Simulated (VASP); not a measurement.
Here is a VASP 6.6.1 calculation.

Contents of INCAR:

```
PREC = Accurate
ENCUT = 520
EDIFF = 1E-7
ISMEAR = -1
SIGMA = 0.02
LREAL = Auto
LASPH = T
NELM = 60
ALGO = Normal
ISIF = 2
LWAVE = F
LCHARG = T
GGA = PE
LELF = T
LVHAR = T
NBANDS = 47
```

File KPOINTS:

```
Automatic mesh
0
Gamma
  1 1 1
```

File POSCAR:

```
H14CO7
1.0
    6.2230840000      0.0000000000      0.0000000000
    0.0000000000      6.2230840000      0.0000000000
    0.0000000000      0.0000000000      6.2230840000
O H C
7 14 1
Direct
    0.6315678850      0.2031307950      0.4672763537
    0.2901615983      0.3693024230      0.9559247473
    0.9280768185      0.1563694143      0.8129409791
    0.3782368999      0.9885452293      0.1184139568
    0.9316441816      0.7580485817      0.1065548850
    0.6222156089      0.6267953317      0.3823024083
    0.1701889288      0.5708905745      0.4310081625
    0.5666322357      0.1126933205      0.3547437251
    0.6481191641      0.3619909357      0.4184902534
    0.3819006782      0.3889229199      0.8341844655
    0.1693533303      0.2923470099      0.8751448639
    0.9274661888      0.0330382813      0.9044390209
    0.8187740998      0.1421963772      0.6983836310
    0.4188116374      0.8803994932      0.0118912102
    0.3542616490      1.1372014262      0.0536872072
    0.9190941340      0.6025147660      0.0421173810
    1.0851372085      0.7922438457      0.1218688355
    0.4906088364      0.6349424176      0.3015546633
    0.7381227700      0.6613601873      0.2804397305
    0.1123719365      0.8302796491      0.6560252119
   -0.1017180549      0.6063874439      0.6100030146
    0.0671853377      0.6723033146      0.5703281524
```

Potentials or basis: VASP PAW PBE potentials, release 64 (O, H, C).

Run with:

```bash
$ cat potpaw_PBE.64/O/POTCAR potpaw_PBE.64/H/POTCAR potpaw_PBE.64/C/POTCAR > POTCAR
$ mpirun -np 1 vasp_gam > vasp.out
```

Problem. What does it give for the pressure?

Solution. -1.7 GPa.

Problem. Predict the largest force.

Solution. 2.838 eV/Å.

Forces in eV/Å, atoms in the order of the input:
```
O    0.418  1.008  0.185
O   -1.409 -0.698 -0.612
O    0.337  1.014 -0.448
O   -0.266 -0.238  0.310
O   -0.596 -2.222 -1.637
O    0.696 -0.391  0.017
O   -0.535  1.497  1.923
H    0.132  0.459  0.125
H   -0.592 -1.669  0.294
H    1.130  0.335 -0.730
H   -0.044  0.503  0.773
H   -0.436 -0.926  0.569
H   -0.059  0.035 -0.226
H    0.116  0.775 -0.078
H    0.261 -0.763 -0.052
H    0.820  2.561  0.908
H    0.013 -0.248  0.202
H   -0.912  0.062  0.031
H    0.024  0.515  0.187
H    0.244 -0.958 -0.797
H    1.000  0.560  0.066
C   -0.343 -1.211 -1.008
```

Caveat: the standard files for N, O and F lose accuracy on very short bonds.
